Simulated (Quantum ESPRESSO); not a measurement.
TiNi:

```
Ni Ti
1.0
     2.73580    0.00000    0.00000
     0.00000    2.73580    0.00000
     0.00000    0.00000    3.58141
Ni Ti
1 1
Direct
  0.00000 0.00000 0.00000
  0.50000 0.50000 0.50000
```

The cell comes from a database or a generator and needn't be the stable form of this composition.

- Program: Quantum ESPRESSO 7.5
- Task: single point
- Functional: PBEsol
- Potentials or basis: GBRV 1.5 PBEsol
- Cutoff: 612 eV
- Density cutoff: 4898 eV
- k mesh: 10 × 10 × 8
- Occupations: fermi-dirac, width 0.05 eV
- Spin: collinear spin, ferromagnetic start
- Starting moments: [1.0, 1.0] μB

On this cell: pressure -6.3 GPa; largest force under 0.003 eV/Å; net moment 0.00 μB per cell; band gap on the k mesh none (metal or under the smearing width).

The same run follows on a disturbed copy (atoms moved at random, drawn with an rms of 0.05 Å):

```
Ni Ti
1.0
     2.73580    0.00000    0.00000
     0.00000    2.73580    0.00000
     0.00000    0.00000    3.58141
Ni Ti
1 1
Direct
  0.00542 0.00515 0.00068
  0.50871 0.48873 0.48423
```

Task: What changes?

Result: The energy (extrapolated to zero smearing) moves by +5.4 meV/atom; pressure -6.0 GPa; largest force 0.294 eV/Å; net moment 0.00 μB per cell; band gap on the k mesh none (metal or under the smearing width).

Forces on the atoms (eV/Å):
```
Ni   0.030 -0.150 -0.251
Ti  -0.030  0.150  0.251
```

Stress tensor (GPa, compression positive):
```
-5.07  0.00 -0.03
 0.00 -5.15  0.14
-0.03  0.14 -7.83
```
